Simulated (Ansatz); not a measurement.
## Field gradients at the nuclei in CoSi2 under strain

The cell is an entry of the Crystallography Open Database (COD), relaxed with PBE at fixed cell and then changed (z stretched by 2 %, ions relaxed).

```yaml
crystal:
  lattice:
    - [0.00000, 2.68250, 2.73615]
    - [2.68250, 0.00000, 2.73615]
    - [2.68250, 2.68250, 0.00000]
  atoms:
    - { symbol: Co, position: [0.00000, 0.00000, 0.00000] }
    - { symbol: Si, position: [0.25000, 0.25000, 0.25000] }
    - { symbol: Si, position: [0.75000, 0.75000, 0.75000] }
```

Atom numbers follow the list; atoms alike are taken as one site, whose name carries the number of the first.

Level of theory: DFT, PBE, plane waves and PAW, scalar-relativistic, collinear spin, 420 eV cutoff, Γ-centred 15×15×15 k-points, Fermi–Dirac smearing 0.05 eV (Ansatz 0.2.0). Start moments as typed (μB): 2 on each Co, none on the rest.

Conventions: |V_zz| ≥ |V_yy| ≥ |V_xx|, η = (V_xx − V_yy)/V_zz, C_Q = eQV_zz/h. ν_Q = 3|C_Q|/[2I(2I − 1)].

Co-59: I = 7/2, Q = 420.0 mb. Q values from Pyykkö, Mol. Phys. 116, 1328 (2018).

Q: Which values are expected at the nuclei?

A: 

```json
{"site": "Co", "atoms (order as listed)": "1", "first shell": "8 Si at 2.34 Å", "C_Q (MHz)": "0.497", "η": "0.00", "ν_Q (MHz)": "0.036"}
```

An axis of threefold or higher order runs through Co, so V_zz lies along it and η is zero.

Si has no stable isotope with a ground-state quadrupole moment in the table, so these sites are left out.

With no gap above 0.1 eV, as in a metal, the gradients converge slowly in k; expect changes of a tenth or more on a denser mesh. The start moments die out, and the run ends without spin.
